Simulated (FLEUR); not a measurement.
Crystal: Bi2Se3 (Paraguanajuatite).

```
Bi Se
1.0
     2.07150    1.19598    9.54533
    -2.07150    1.19598    9.54533
     0.00000   -2.39196    9.54533
Bi Se
2 3
Direct
  0.59920 0.59920 0.59920
  0.40080 0.40080 0.40080
  0.78830 0.78830 0.78830
  0.21170 0.21170 0.21170
  0.00000 0.00000 0.00000
```

Base run:

```yaml
Program: FLEUR MaX-R8.1 (later development tree)
Functional: r2SCAN
Potentials_or_basis: all-electron
Basis: FLAPW
Kmax: 4.28 1/bohr
k_mesh: 8 × 8 × 8
Occupations: fermi-dirac, width 0.05 eV
Spin: no spin polarisation
```

Its results: band gap on the k mesh 0.49 eV, direct.

Problem. The run is repeated on the same cell with these changes: functional from r2SCAN to PBEsol. What comes out?

Solution. Band gap on the k mesh 0.14 eV, direct.

r2SCAN gives the wider gap, since meta-GGAs in the generalised Kohn-Sham scheme recover part of the derivative discontinuity.

Caveats: spin-orbit coupling is left out, which as a rule narrows the gap of such compounds by several tenths of an eV; the meta-GGA is that of a development version, with a GGA for the radial functions and cores and without core tails (some runs).
